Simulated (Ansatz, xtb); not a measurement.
Ligand exchange: C3H8O + C2H7AlS → C3H8S + C2H7AlO

Species: C3H8O (1-propanol) `CCCO`, singlet; C2H7AlS `C[CH2][AlH][SH]`, singlet; C3H8S (1-propanethiol) `CCCS`, singlet; C2H7AlO `C[CH2][AlH][OH]`, singlet. The partners trade OH for SH: C–OH and Al–SH bonds give way to C–SH and Al–OH.

Shapes, held fixed at every level: PBE0-D4/def2-TZVP. Flexible molecules stand in one conformer, not always the lowest. Programs: Ansatz 0.2.0, xtb 6.7.1. Electronic energies: no zero-point or thermal term.

```tsv
level	kind	ΔE (kJ/mol)	less CCSD(T)/CBS estimate
GFN2-xTB	semi-empirical	-91.5	-37.4
B3LYP-D4/def2-TZVPP	global hybrid	-52.9	+1.2
PBE0-D4/def2-TZVPP	global hybrid	-44.2	+9.9
wB97M-V/def2-TZVPP	range-separated hybrid	-51.6	+2.5
MP2/def2-TZVPP	perturbation theory	-59.5	-5.4
CCSD(T)/def2-TZVPP	coupled cluster or CI	-51.9	+2.2
CCSD/def2-TZVPP	coupled cluster or CI	-51.4	+2.7
CCSD(T)/CBS estimate	coupled cluster or CI	-54.1	0.0
```

The highest level, CCSD(T)/CBS estimate, gives ΔE = -54.1 kJ/mol; the levels span -91.5 to -44.2. The column of differences is taken from that level and isn't an error. No measured value is set beside it here. The CBS estimate extrapolates MP2 from def2-TZVPP and def2-QZVPP and adds CCSD(T) − MP2 in the triple-zeta set, cores frozen.

Every level puts the exchange downhill, with oxygen ending on aluminium and sulfur on carbon. This is the expected hard–soft preference. Aluminium is strongly electropositive, so replacing sulfur with the smaller, more electronegative oxygen brings a large gain in ionic attraction, probably helped a little by lone-pair donation into the formally empty Al 3p orbital. Carbon also binds oxygen more strongly than sulfur, but its bonds are more covalent and it loses less in the trade. The reaction energy measures this difference in preference, not the strength of any single bond.

CCSD and CCSD(T) nearly coincide in the same basis, at -51.4 and -51.9 kJ/mol, so connected triples largely cancel between the two sides and the preference doesn't hinge on subtle correlation. GFN2-xTB gets the direction right but greatly exaggerates the driving force, which suggests an imbalance in its description of the polar aluminium bonds. The result applies to monomers; association through bridging oxygen or sulfur could shift the balance in condensed phases.
